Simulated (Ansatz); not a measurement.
We consider zinc-blende ZnTe, described by PBE (PAW; Ansatz, a program for electronic structure).

Run with plane-wave cutoff 520 eV, 10×10×10 k mesh, Fermi–Dirac smearing 0.01 eV, scalar-relativistic PAW data made under PBE.

A third-order Birch–Murnaghan fit to the energies gives V0 = 29.489 Å³/atom, B0 = 43.3 GPa, B′ = 4.7.

| V (Å³/atom) | P (GPa) |
|---|---|
| 27.720 | 3.09 |
| 28.310 | 1.94 |
| 28.900 | … |
| 29.489 | 0.00 |
| 30.079 | -0.82 |
| 30.669 | -1.55 |
| 31.259 | … |

**Question.** Estimate the withheld pressures from this fit; the answers are the runs' own values.

**Answer.** 
- 28.900, P (GPa): 0.92
- 31.259, P (GPa): -2.20

The formula P = (3/2) B0 (x^(7/3) − x^(5/3)) [1 + (3/4)(B′ − 4)(x^(2/3) − 1)] with x = V0/V meets the computed pressures within 0.01 GPa when these rounded values are put in.

Measured, for comparison: bulk modulus 51 ± 3 GPa (room temperature, not corrected to a static lattice; as tabulated in Determination of phase transition pressures of ZnTe under quasihydrostatic …); equilibrium volume per atom 28.42 Å³/atom (room temperature, not corrected to a static lattice; as tabulated in Albrecht et al. (1997), arXiv:cond-mat/9706128). Computed less measured: bulk modulus -15 %, equilibrium volume per atom +3.8 %.

Spin–orbit coupling is not included.
